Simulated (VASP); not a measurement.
## AgCl: single point with r2SCAN-EpsX

AgCl:

```
Ag Cl
1.0
     3.44352   -0.05883   -0.03260
    -0.05883    3.41594    0.02104
    -0.03260    0.02104    3.44397
Ag Cl
1 1
Direct
  0.00000 0.00000 0.00000
  0.50000 0.50000 0.50000
```

The cell comes from a database or a generator and needn't be the stable form of this composition.

The cell isn't the ideal one: cell strained at random at fixed volume.

| Quantity | Value |
| --- | --- |
| Program | VASP 6.6.1 |
| Task | single point |
| Functional | r2SCAN-EpsX |
| Potentials or basis | VASP PAW PBE potentials, release 64 (Ag, Cl) |
| Cutoff | 500 eV |
| k mesh | 4 × 4 × 4 |
| Occupations | fermi-dirac, width 0.05 eV |
| Spin | no spin polarisation |

```yaml
Pressure: -1.5 GPa
Band_gap_on_the_k_mesh: 2.40 eV, indirect (least direct gap 3.91 eV)
```

Stress tensor (GPa, compression positive):
```
-1.69 -0.40 -0.22
-0.40 -1.20  0.15
-0.22  0.15 -1.70
```

Levels at points of the mesh, in eV from the valence-band top:
```tsv
k point	band 7	band 8	band 9	band 10	band 11	band 12
(0.00, 0.00, 0.00)	-1.69	-1.65	-1.51	2.40	11.25	11.31
(0.50, 0.00, 0.00)	-1.83	-0.14	-0.07	6.82	7.60	11.24
(0.00, 0.50, 0.00)	-1.79	-0.18	-0.06	6.77	7.63	11.23
(0.50, 0.50, 0.00)	-2.55	-1.94	-0.98	4.61	10.88	11.30
(0.00, 0.00, 0.50)	-1.82	-0.22	0.00	6.83	7.59	11.29
(0.50, 0.00, 0.50)	-2.52	-1.95	-0.93	4.53	11.03	11.25
(0.00, 0.50, 0.50)	-2.53	-1.93	-0.98	4.61	11.00	11.18
(0.50, 0.50, 0.50)	-0.50	-0.36	-0.29	6.37	6.62	6.74
```

Run time: 14 min on 1 thread of Intel(R) Xeon(R) Platinum 8559C (Emerald Rapids), on a shared host, peak memory 0.52 GiB.

Caveat: the k mesh is coarse (spacing up to 0.46 Å⁻¹), so the values aren't converged, least of all with exact exchange; the PAW data sets were made with another functional, which shifts forces and pressure a little. A k mesh can miss the band edges.
